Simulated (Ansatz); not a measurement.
Abridged Ansatz (a program for electronic structure) output:

```
Pseudopotential: Ge, paw, valence charge 14
Pseudopotential: Te, paw, valence charge 16
Crystal: 2 atoms, lattice volume = 50.154 Å³
Basis set: ecut = 500 eV, 1267 PW (Γ), exchange–correlation on 128×128×128 points (64 copies of the dense FFT grid, shifted against one another)
Bands: 19, of which v1, the nominal top of the filled ones, is band 15 counted from 1 (14 counted from 0)
Symmetry: 6 space group operations
k-points: 116 of 1000 (time reversal used)
Functional: x = r2scan, c = r2scan; τ floored in thin density (d = 2e-4 eV/Å³)
SCF iter   1: F=—  HF=-11297.693977 eV  |F-HF|=—  |Δ(HF+E_count)|=         —  Δρ=4.46e-3  dr2=5.51e-3  dr2_τ=1.05e-3  ethr=1.77e-3  ⟨swp⟩=5.9  Hψ=11210  notcnv=0
SCF iter   2: F=—  HF=-11297.710443 eV  |F-HF|=—  |Δ(HF+E_count)|=   1.65e-2  Δρ=1.67e-3  dr2=1.35e-3  dr2_τ=2.07e-5  ethr=1.84e-5  ⟨swp⟩=2.0  Hψ=4756  notcnv=0
SCF 1 converged in 8 iterations: F = -11297.710936 eV  dr2 = 1.55e-10
SCF converged after 8 iterations
Free energy (F): -11297.710936 eV
Internal energy: -11297.710643 eV  (E = F + TS)
E sigma→0 (E₀):  -11297.710789 eV
Entropy (-TS):   -0.000292 eV (-0.146 meV/atom)
Fermi energy:    10.586541 eV
--- Forces (eV/Å), atoms counted from 1 ---
  atom   1  Ge     0.00000000     0.00000000    -0.11181798
  atom   2  Te     0.00000000     0.00000000     0.11181078
--- Stress (GPa, compression-positive) ---
        4.077709      -0.000000       0.000000
       -0.000000       4.077709       0.000000
        0.000000       0.000000       4.280924
  P = ⅓ Tr σ = 4.1454 GPa (41.454 kbar)
```

**Question.** What was computed, and what are the main results?

**Answer.** GeTe, 2 atoms in the cell, with DFT with r2SCAN, PAW potentials and a 500 eV plane-wave cutoff in Ansatz, no SOC. The last SCF converged to F = -11297.710936 eV, or -5648.8555 eV per atom, at a pressure of 4.15 GPa. The total energy compares only with runs of the same code, potentials and settings.

Single points use the geometry relaxed with PBEsol. Spin-orbit coupling, missing from the scalar runs, can matter with Te. Load acts through the strain it causes; cell and atoms are relaxed under it. Whether these cells are dynamically stable was not tested. The cell was made from GeTe (space group R3m, No. 160) by this change: pressure 2.1 GPa.
